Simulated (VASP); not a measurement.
A run of VASP 6.6.1 is set up as follows.

Contents of INCAR:

```
SYSTEM = CdTe
  PREC = Accurate
  ENCUT = 600
  EDIFF = 1E-7
  ISMEAR = 0
  SIGMA = 0.03
  LREAL = .FALSE.
  LASPH = .TRUE.
  NELM = 80
  ALGO = Normal
  ISIF = 3
  LWAVE = .FALSE.
  LCHARG = .FALSE.
  IBRION = 2
  NSW = 90
  EDIFFG = -0.005
```

The input KPOINTS:

```
regular mesh
0
G
  8 8 8
  0 0 0
```

Contents of POSCAR:

```
CdTe                                    
1.0
    0.0000000000      3.2114991918      3.2114991918
    3.2114991918     -0.0000000000      3.2114991918
    3.2114991918      3.2114991918      0.0000000000
  Cd              Te            
     1     1
Direct
     1.0000000000000000    1.0000000000000000    1.0000000000000000
     0.2500000000000000    0.2500000000000000    0.2500000000000000
```

Potentials or basis: VASP PAW LDA potentials, release 64 (Cd, Te).

Command:

```console
$ cat potpaw_LDA.64/Cd/POTCAR potpaw_LDA.64/Te/POTCAR > POTCAR
$ mpirun -np 1 vasp_std > vasp.out
```

Q: Estimate the relaxed volume.

A: 33.07 Å³/atom.

Q: What does it give for the relaxed cell?

A: a = 4.539 Å, b = 4.539 Å, c = 4.539 Å, α = 60.00°, β = 60.00°, γ = 60.00°.

Q: Estimate the band gap on the k mesh.

A: 0.64 eV, direct.

Final structure:
```cif
data_structure
_symmetry_space_group_name_H-M 'P 1'
_symmetry_Int_Tables_number 1
_cell_length_a 4.5393
_cell_length_b 4.5393
_cell_length_c 4.5393
_cell_angle_alpha 60.000
_cell_angle_beta 60.000
_cell_angle_gamma 60.000
_cell_volume 66.14
loop_
_atom_site_label
_atom_site_type_symbol
_atom_site_fract_x
_atom_site_fract_y
_atom_site_fract_z
_atom_site_occupancy
Cd1 Cd 0.00000 0.00000 0.00000 1
Te1 Te 0.25000 0.25000 0.25000 1
```

Caveat: spin-orbit coupling is left out, which moves the levels of the heavy elements.
